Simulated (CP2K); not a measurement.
# Au (Fm-3m) in CP2K: notebook

Runs on Au. Level: LDA. Tasks: single point, equation of state.

All numbers are computed with CP2K 2026.2; they aren't measurements. Logs are shortened: lines on timing, memory, paths and dates and some standing lists are left out, and cuts for length are marked.

**Measured values to compare with.**

“Exploring toroidal anvil profiles for larger sample volumes above 4 Mbar”, 2024, pmc:11102561 quotes, for a bulk crystal of Au: bulk modulus 167 GPa.

The results are compared with them further down.

## 1. Starting point

The structure is cubic, space group Fm-3m (No. 225). Conventional cell: a = 4.070 Å, b = 4.070 Å, c = 4.070 Å, α = 90.00°, β = 90.00°, γ = 90.00°. Au (site symmetry m-3m) is surrounded by 12 Au at 2.88 Å.

## 2. Single point, LDA, 16.85 Å³/atom

au_eos.inp

```
&GLOBAL
  PROJECT au_eos
  RUN_TYPE ENERGY_FORCE
  PRINT_LEVEL LOW
&END GLOBAL
&FORCE_EVAL
  METHOD QS
  STRESS_TENSOR ANALYTICAL
  &DFT
    BASIS_SET_FILE_NAME BASIS_MOLOPT_UZH
    POTENTIAL_FILE_NAME GTH_POTENTIALS
    &MGRID
      CUTOFF 500
      REL_CUTOFF 60
      NGRIDS 5
    &END MGRID
    &QS
      METHOD GPW
      EPS_DEFAULT 1.0E-9
    &END QS
    &KPOINTS
      SCHEME MONKHORST-PACK 11 11 11
      GAMMA_CENTERED T
      SYMMETRY T
      SYMMETRY_BACKEND SPGLIB
    &END KPOINTS
    &SCF
      SCF_GUESS ATOMIC
      EPS_SCF 1.0E-6
      MAX_SCF 100
      ADDED_MOS 11
      CHOLESKY OFF
      EPS_EIGVAL 1.0E-7
      &DIAGONALIZATION ON
        ALGORITHM STANDARD
      &END DIAGONALIZATION
      &MIXING ON
        METHOD BROYDEN_MIXING
        ALPHA 0.4
        BETA 1.5
        NBUFFER 8
      &END MIXING
      &SMEAR ON
        METHOD FERMI_DIRAC
        ELECTRONIC_TEMPERATURE [K] 580.226
      &END SMEAR
    &END SCF
    &XC
      &XC_FUNCTIONAL
        &LDA_X
        &END LDA_X
        &LDA_C_PW
        &END LDA_C_PW
      &END XC_FUNCTIONAL
    &END XC
    &PRINT
      &KPOINTS ON
      &END KPOINTS
      &MULLIKEN ON
      &END MULLIKEN
      &MO ON
        ENERGIES T
        OCCUPATION_NUMBERS T
        &EACH
          QS_SCF 0
        &END EACH
        ADD_LAST NUMERIC
      &END MO
    &END PRINT
  &END DFT
  &SUBSYS
    &CELL
      ABC 2.8779245994 2.8779245994 2.8779245994
      ALPHA_BETA_GAMMA 60.0000000001 60.0000000003 60.0000000004
      PERIODIC XYZ
    &END CELL
    &COORD
      SCALED
      Au  0.0000000000 0.0000000000 0.0000000000
    &END COORD
    &KIND Au
      BASIS_SET TZVP-MOLOPT-PBE-GTH-q11
      POTENTIAL GTH-PADE-q11
    &END KIND
    &PRINT
      &ATOMIC_COORDINATES ON
      &END ATOMIC_COORDINATES
      &CELL ON
      &END CELL
    &END PRINT
  &END SUBSYS
  &PRINT
    &FORCES ON
    &END FORCES
    &STRESS_TENSOR ON
    &END STRESS_TENSOR
  &END PRINT
&END FORCE_EVAL
```

Potentials or basis: GTH_POTENTIALS Au GTH-PADE-q11; TZVP-MOLOPT-PBE-GTH basis.

Run with:

```console
$ OMP_NUM_THREADS=2 cp2k.psmp -i au_eos.inp -o au_eos.out
```

au_eos.out:

```text

 CP2K| version string:                                       CP2K version 2026.2
 CP2K| Input file name                                                au_eos.inp

 GLOBAL| Force Environment number                                              1
 GLOBAL| Basis set file name                                    BASIS_MOLOPT_UZH
 GLOBAL| Potential file name                                      GTH_POTENTIALS
 GLOBAL| MM Potential file name                                     MM_POTENTIAL
 GLOBAL| Coordinate file name                                      __STD_INPUT__
 GLOBAL| Method name                                                        CP2K
 GLOBAL| Project name                                                     au_eos
 GLOBAL| Run type                                                   ENERGY_FORCE
 GLOBAL| FFT library                                                       FFTW3
[... 5 lines left out ...]
 GLOBAL| Global print level                                                  LOW
 GLOBAL| Total number of message passing processes                             1
 GLOBAL| Number of threads for this process                                    2
 GLOBAL| CPU model name                                                  UNKNOWN

 CELL| Volume [angstrom^3]:                                            16.854786
 CELL| Vector a [angstrom]:       2.878     0.000     0.000   |a| =     2.877925
 CELL| Vector b [angstrom]:       1.439     2.492     0.000   |b| =     2.877925
 CELL| Vector c [angstrom]:       1.439     0.831     2.350   |c| =     2.877925
 CELL| Angle (b,c), alpha [degree]:                                    60.000000
 CELL| Angle (a,c), beta  [degree]:                                    60.000000
 CELL| Angle (a,b), gamma [degree]:                                    60.000000
 CELL| Numerically orthorhombic:                                              NO
 CELL| Periodicity                                                           XYZ

 CELL_REF| Volume [angstrom^3]:                                        16.854786
 CELL_REF| Vector a [angstrom     2.878     0.000     0.000   |a| =     2.877925
 CELL_REF| Vector b [angstrom     1.439     2.492     0.000   |b| =     2.877925
 CELL_REF| Vector c [angstrom     1.439     0.831     2.350   |c| =     2.877925
 CELL_REF| Angle (b,c), alpha [degree]:                                60.000000
 CELL_REF| Angle (a,c), beta  [degree]:                                60.000000
 CELL_REF| Angle (a,b), gamma [degree]:                                60.000000
 CELL_REF| Numerically orthorhombic:                                          NO
 CELL_REF| Periodicity                                                       XYZ
[... 9 lines left out ...]
 TOTAL NUMBERS AND MAXIMUM NUMBERS

  Total number of            - Atomic kinds:                                   1
                             - Atoms:                                          1
                             - Shell sets:                                     1
                             - Shells:                                        10
                             - Primitive Cartesian functions:                  6
                             - Cartesian basis functions:                     40
                             - Spherical basis functions:                     34
[... 102 lines left out ...]
  ------------------------------------------------------------------------------
     1 NoMix/Diag. 0.40E+00    8.4     0.32116664       -33.3348050318 -3.33E+01
     2 Broy./Diag. 0.40E+00    5.5     0.12448279       -34.3412081645 -1.01E+00
     3 Broy./Diag. 0.40E+00    5.4     0.14047633       -33.7085353850  6.33E-01
     4 Broy./Diag. 0.40E+00    5.4     0.00514303       -33.3057738551  4.03E-01
     5 Broy./Diag. 0.40E+00    5.4     0.00319109       -33.2945511615  1.12E-02
     6 Broy./Diag. 0.40E+00    5.4     0.00105977       -33.3055937782 -1.10E-02
     7 Broy./Diag. 0.40E+00    5.4     0.00048009       -33.3058189845 -2.25E-04
     8 Broy./Diag. 0.40E+00    5.4     0.00018525       -33.3048383583  9.81E-04
     9 Broy./Diag. 0.40E+00    5.4     0.00002362       -33.3048594282 -2.11E-05
    10 Broy./Diag. 0.40E+00    5.5     0.00001365       -33.3048887505 -2.93E-05
    11 Broy./Diag. 0.40E+00    5.4     0.00000072       -33.3048808952  7.86E-06

  *** SCF run converged in    11 steps ***

  Electronic density on regular grids:        -10.9999999965        0.0000000035
  Core density on regular grids:               10.9999999827       -0.0000000173
  Total charge density on r-space grids:       -0.0000000138
  Total charge density g-space grids:          -0.0000000138

  Overlap energy of the core charge distribution:               0.00000000951444
  Self energy of the core charge distribution:                -57.85333865193095
  Core Hamiltonian energy:                                     18.21421426032863
  Hartree energy:                                              11.54210366300446
  Exchange-correlation energy:                                 -5.20781652598394
  Electronic entropic energy:                                  -0.00004365001398
  Fermi energy:                                                 0.37719912398126

  Total energy:                                               -33.30488089524476
  Total energy (extrapolated to T->0):                        -33.30485907023778

 MO| EIGENVALUES AND OCCUPATION NUMBERS FOR K POINT 1
 MO|
 MO|  Index      Eigenvalue [a.u.]        Eigenvalue [eV]             Occupation
 MO|      1               0.101088               2.750739               2.000000
 MO|      2               0.198848               5.410930               2.000000
 MO|      3               0.198848               5.410931               2.000000
 MO|      4               0.301003               8.190722               2.000000
 MO|      5               0.301004               8.190730               2.000000
 MO|      6               0.319785               8.701783               2.000000
[... 298 lines left out ...]
 MO|      6               0.346171               9.419790               2.000000
[... 9 lines left out ...]
 MO|     16               1.816245              49.422546               0.000000
 MO|     17               1.924116              52.357868               0.000000
 MO| Sum:                                                              12.000000
 MO| E(Fermi):            0.377199 a.u.         10.264110 eV

 [... the levels of further k-points ...]

 !-----------------------------------------------------------------------------!
                     Mulliken Population Analysis

 #  Atom  Element  Kind  Atomic population                           Net charge
       1     Au       1         11.000000                             -0.000000
 # Total charge                             11.000000                 -0.000000

 !-----------------------------------------------------------------------------!

 ENERGY| Total FORCE_EVAL ( QS ) energy [hartree]            -33.304881151260055

 FORCES| Atomic forces [hartree/bohr]
 FORCES|   Atom     x               y               z               |f|
 FORCES|      1 -6.31918894E-15 -3.70330018E-15 -9.61909363E-15   1.20902251E-14
 FORCES| Sum    -6.31918894E-15 -3.70330018E-15 -9.61909363E-15
 FORCES| Total atomic force                                       1.20902251E-14

 STRESS| Analytical stress tensor [bar]
 STRESS|                        x                   y                   z
 STRESS|      x        2.35692549399E+04  -4.74029361674E-02  -6.46006986214E-02
 STRESS|      y       -4.74029361674E-02   2.35696783326E+04  -2.44725288729E-01
 STRESS|      z       -6.46006986214E-02  -2.44725288729E-01   2.35673099911E+04
 STRESS| 1/3 Trace                                             2.35687477545E+04
 STRESS| Determinant                                           1.30921063290E+13

 STRESS| Eigenvectors and eigenvalues of the analytical stress tensor [bar]
 STRESS|                        1                   2                   3
 STRESS| Eigenvalues   2.35672825468E+04   2.35692537011E+04   2.35697070157E+04
 STRESS|      x           0.035017835323      0.995343567293     -0.089804979029
 STRESS|      y           0.102242806200      0.085820571883      0.991050572888
 STRESS|      z           0.994142927244     -0.043886358824     -0.098761468799
```

Wall time 73 s (2 threads of Arm Neoverse V2, shared host); peak memory 0.3 GiB.

Results:

| Property | Result |
| --- | --- |
| Free energy | -906.2719 eV |
| Pressure | 2.4 GPa |
| Band gap on the k mesh | none (metal or under the smearing width) |

Caveat: with these potentials and basis sets, volumes of gold and of layered tellurides can stand 1.5 % and more from those of plane-wave programs; the basis of atomic orbitals isn't converged, which shifts pressures, moduli and gaps.

## 3. Single point, LDA, 16.52 Å³/atom (volume scaled by 0.98)

au_eos.inp: that of step 2 with these lines changed.

```diff
@@ -11,2 +11,3 @@
     POTENTIAL_FILE_NAME GTH_POTENTIALS
+    WFN_RESTART_FILE_NAME previous-RESTART.kp
     &MGRID
@@ -27,3 +28,3 @@
     &SCF
-      SCF_GUESS ATOMIC
+      SCF_GUESS RESTART
       EPS_SCF 1.0E-6
@@ -72,4 +73,4 @@
     &CELL
-      ABC 2.8779245994 2.8779245994 2.8779245994
-      ALPHA_BETA_GAMMA 60.0000000001 60.0000000003 60.0000000004
+      ABC 2.8586090872 2.8586090873 2.8586090872
+      ALPHA_BETA_GAMMA 60.0000000003 59.9999999999 60.0000000010
       PERIODIC XYZ
```

Potentials or basis: GTH_POTENTIALS Au GTH-PADE-q11; TZVP-MOLOPT-PBE-GTH basis.

Run with:

```console
$ OMP_NUM_THREADS=2 cp2k.psmp -i au_eos.inp -o au_eos.out
```

It took 57 s on 2 threads of Arm Neoverse V2, shared host; peak memory 0.29 GiB.

Results (log left out):

- Free energy: -906.2626 eV
- Pressure: 6.6 GPa
- Band gap on the k mesh: none (metal or under the smearing width)

Caveat: with these potentials and basis sets, volumes of gold and of layered tellurides can stand 1.5 % and more from those of plane-wave programs; the basis of atomic orbitals isn't converged, which shifts pressures, moduli and gaps.

## 4. Single point, LDA, 17.19 Å³/atom (volume scaled by 1.02)

au_eos.inp: that of step 3 with these lines changed.

```diff
@@ -73,4 +73,4 @@
     &CELL
-      ABC 2.8586090872 2.8586090873 2.8586090872
-      ALPHA_BETA_GAMMA 60.0000000003 59.9999999999 60.0000000010
+      ABC 2.8969842582 2.8969842582 2.8969842582
+      ALPHA_BETA_GAMMA 59.9999999992 59.9999999999 60.0000000003
       PERIODIC XYZ
```

Run with:

```console
$ OMP_NUM_THREADS=2 cp2k.psmp -i au_eos.inp -o au_eos.out
```

Wall time 56 s (2 threads of Arm Neoverse V2, shared host); peak memory 0.29 GiB.

Results (log left out):

```yaml
Free_energy: -906.2728 eV
Pressure: -1.4 GPa
Band_gap_on_the_k_mesh: none (metal or under the smearing width)
```

Caveat: with these potentials and basis sets, volumes of gold and of layered tellurides can stand 1.5 % and more from those of plane-wave programs; the basis of atomic orbitals isn't converged, which shifts pressures, moduli and gaps.

## 5. Single point, LDA, 16.18 Å³/atom (volume scaled by 0.96)

au_eos.inp: that of step 4 with these lines changed.

```diff
@@ -73,4 +73,4 @@
     &CELL
-      ABC 2.8969842582 2.8969842582 2.8969842582
-      ALPHA_BETA_GAMMA 59.9999999992 59.9999999999 60.0000000003
+      ABC 2.8390289584 2.8390289584 2.8390289584
+      ALPHA_BETA_GAMMA 60.0000000000 60.0000000002 60.0000000005
       PERIODIC XYZ
```

Run with:

```console
$ OMP_NUM_THREADS=2 cp2k.psmp -i au_eos.inp -o au_eos.out
```

It took 56 s on 2 threads of Arm Neoverse V2, shared host; peak memory 0.29 GiB.

The run converged. Its results:

* Free energy: -906.2437 eV
* Pressure: 11.5 GPa
* Band gap on the k mesh: none (metal or under the smearing width)

Caveat: with these potentials and basis sets, volumes of gold and of layered tellurides can stand 1.5 % and more from those of plane-wave programs; the basis of atomic orbitals isn't converged, which shifts pressures, moduli and gaps.

## 6. Single point, LDA, 17.53 Å³/atom (volume scaled by 1.04)

au_eos.inp: that of step 5 with these lines changed.

```diff
@@ -73,4 +73,4 @@
     &CELL
-      ABC 2.8390289584 2.8390289584 2.8390289584
-      ALPHA_BETA_GAMMA 60.0000000000 60.0000000002 60.0000000005
+      ABC 2.9157963714 2.9157963714 2.9157963714
+      ALPHA_BETA_GAMMA 59.9999999992 59.9999999998 60.0000000001
       PERIODIC XYZ
```

Potentials or basis: GTH_POTENTIALS Au GTH-PADE-q11; TZVP-MOLOPT-PBE-GTH basis.

Run with:

```console
$ OMP_NUM_THREADS=2 cp2k.psmp -i au_eos.inp -o au_eos.out
```

Run time: 53 s. Hardware: 2 threads of Arm Neoverse V2, shared host; peak memory 0.29 GiB.

Results (log left out):

```
Free energy            : -906.2664 eV
Pressure               : -4.6 GPa
Band gap on the k mesh : none (metal or under the smearing width)
```

Caveat: with these potentials and basis sets, volumes of gold and of layered tellurides can stand 1.5 % and more from those of plane-wave programs; the basis of atomic orbitals isn't converged, which shifts pressures, moduli and gaps.

## 7. Single point, LDA, 15.84 Å³/atom (volume scaled by 0.94)

au_eos.inp: that of step 6 with these lines changed.

```diff
@@ -73,4 +73,4 @@
     &CELL
-      ABC 2.9157963714 2.9157963714 2.9157963714
-      ALPHA_BETA_GAMMA 59.9999999992 59.9999999998 60.0000000001
+      ABC 2.8191749595 2.8191749596 2.8191749596
+      ALPHA_BETA_GAMMA 59.9999999996 59.9999999995 59.9999999997
       PERIODIC XYZ
```

Run with:

```console
$ OMP_NUM_THREADS=2 cp2k.psmp -i au_eos.inp -o au_eos.out
```

Wall time 55 s (2 threads of Arm Neoverse V2, shared host); peak memory 0.29 GiB.

Results (log left out):

| Item | Value |
| --- | --- |
| Free energy | -906.2138 eV |
| Pressure | 17.0 GPa |
| Band gap on the k mesh | none (metal or under the smearing width) |

Caveat: with these potentials and basis sets, volumes of gold and of layered tellurides can stand 1.5 % and more from those of plane-wave programs; the basis of atomic orbitals isn't converged, which shifts pressures, moduli and gaps.

## 8. Single point, LDA, 17.87 Å³/atom (volume scaled by 1.06)

au_eos.inp: that of step 7 with these lines changed.

```diff
@@ -73,4 +73,4 @@
     &CELL
-      ABC 2.8191749595 2.8191749596 2.8191749596
-      ALPHA_BETA_GAMMA 59.9999999996 59.9999999995 59.9999999997
+      ABC 2.9343688235 2.9343688236 2.9343688236
+      ALPHA_BETA_GAMMA 59.9999999996 59.9999999995 59.9999999999
       PERIODIC XYZ
```

Run with:

```console
$ OMP_NUM_THREADS=2 cp2k.psmp -i au_eos.inp -o au_eos.out
```

Run time: 55 s. Hardware: 2 threads of Arm Neoverse V2, shared host; peak memory 0.28 GiB.

Results (log left out):

| Property | Result |
| --- | --- |
| Free energy | -906.2536 eV |
| Pressure | -7.5 GPa |
| Band gap on the k mesh | none (metal or under the smearing width) |

Caveat: with these potentials and basis sets, volumes of gold and of layered tellurides can stand 1.5 % and more from those of plane-wave programs; the basis of atomic orbitals isn't converged, which shifts pressures, moduli and gaps.

## 9. Equation of state, LDA

Potentials or basis: GTH_POTENTIALS Au GTH-PADE-q11; TZVP-MOLOPT-PBE-GTH basis.

This step only gathers the single runs of the series.

Results:

```yaml
Equilibrium_volume: 17.06 Å³/atom
Bulk_modulus: 186 GPa
Pressure_derivative_of_the_bulk_modulus: 5.7
```

Energy against volume, from the lowest point:
| volume (Å³/atom) | energy (meV/atom) |
| --- | --- |
| 15.843 | 59.01 |
| 16.181 | 29.19 |
| 16.518 | 10.28 |
| 16.855 | 0.94 |
| 17.192 | 0.00 |
| 17.529 | 6.41 |
| 17.866 | 19.25 |

Caveat: with these potentials and basis sets, volumes of gold and of layered tellurides can stand 1.5 % and more from those of plane-wave programs; the basis of atomic orbitals isn't converged, which shifts pressures, moduli and gaps.

## 10. Against experiment

Step 9. A measured bulk modulus of Au is 167 GPa (quoted in “Exploring toroidal anvil profiles for larger sample volumes above 4 Mbar”, 2024, pmc:11102561); the calculated 186 GPa misses it by +11.3 %. The fit is for a static lattice scaled at fixed shape and fixed fractional positions.
